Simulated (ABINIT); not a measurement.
Crystal: Mo.

```
Mo
1.0
    -1.58381    1.58381    1.58381
     1.58381   -1.58381    1.58381
     1.58381    1.58381   -1.58381
Mo
1
Direct
  0.00000 0.00000 0.00000
```

Base run:

* Program: ABINIT 10.8.3 (patched build)
* Functional: revPBE
* Potentials or basis: JTH PAW PBE v2.0
* Cutoff: 408 eV
* k mesh: 12 × 12 × 12
* Occupations: fermi-dirac, width 0.05 eV
* Spin: no spin polarisation

Its results: band gap on the k mesh none (metal or under the smearing width); pressure 0.6 GPa.

Problem. After a change of settings the same cell gave: band gap on the k mesh none (metal or under the smearing width); pressure -1.6 GPa. Which change was it?
A. functional from revPBE to PBEsol; k mesh from 12 × 12 × 12 to 16 × 16 × 16
B. functional from revPBE to PBE; k mesh from 12 × 12 × 12 to 16 × 16 × 16
C. functional from revPBE to BP86; spin from no spin polarisation to spin-orbit coupling, no magnetisation
D. functional from revPBE to BLYP

Solution. B.

Caveats: the PAW data sets were made with another functional, which shifts forces and pressure a little (some runs).
